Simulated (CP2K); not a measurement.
Runs of CP2K 2026.2 on KI. Symmetry: Fm-3m, No. 225, cubic system. The conventional cell has a = 7.066 Å, b = 7.066 Å, c = 7.066 Å, α = 90.00°, β = 90.00°, γ = 90.00°. Around I (site symmetry m-3m) lie 6 K at 3.53 Å. K (site symmetry m-3m) has 6 I at 3.53 Å as nearest neighbours. 

```csv
potentials or basis,ADDED_MOS,gap on the mesh (eV),pressure (GPa)
"POTENTIAL_UZH I GTH-PBE-q7, K GTH-PBE-q9; ccGRB-D basis",[10],4.29,1.4
"POTENTIAL_UZH I GTH-PBE-q7, K GTH-PBE-q9; DZVP-MOLOPT-PBE-GTH basis",[10],3.83,(b)
"GTH_POTENTIALS I GTH-PBE-q7, K GTH-PBE-q9; SZV-MOLOPT-SR-GTH basis",[1],(a),1.3
"POTENTIAL_UZH I GTH-PBE-q7, K GTH-PBE-q9; TZVP-MOLOPT-PBE-GTH basis",[10],3.96,0.6
"GTH_POTENTIALS I GTH-PBE-q7, K GTH-PBE-q9; DZVP-MOLOPT-SR-GTH basis",[10],3.92,0.6
"GTH_POTENTIALS I GTH-PBE-q7, K GTH-PBE-q9; TZVP-MOLOPT-SR-GTH basis",[10],3.91,0.6
"POTENTIAL_UZH I GTH-PBE-q7, K GTH-PBE-q9; TZV2P-MOLOPT-PBE-GTH basis",[10],3.96,0.6
```

Alike in all rows: task atomic charges; level PBE; no spin polarisation; cell as given; k mesh 7 × 7 × 7; smearing fermi-dirac 0.05 eV.

Task: Estimate the missing entries.

Result: (a) 3.56; (b) 0.5.

Caveats: spin-orbit coupling is left out, which moves the levels of the heavy elements; the basis of atomic orbitals isn't converged, which shifts pressures, moduli and gaps; an odd mesh through Γ misses points on the zone boundary, where band edges often lie (some runs); a minimal basis gives rough bond lengths, pressures and levels (some runs).

A k mesh can miss the band edges, and the runs leave out spin-orbit coupling on I.
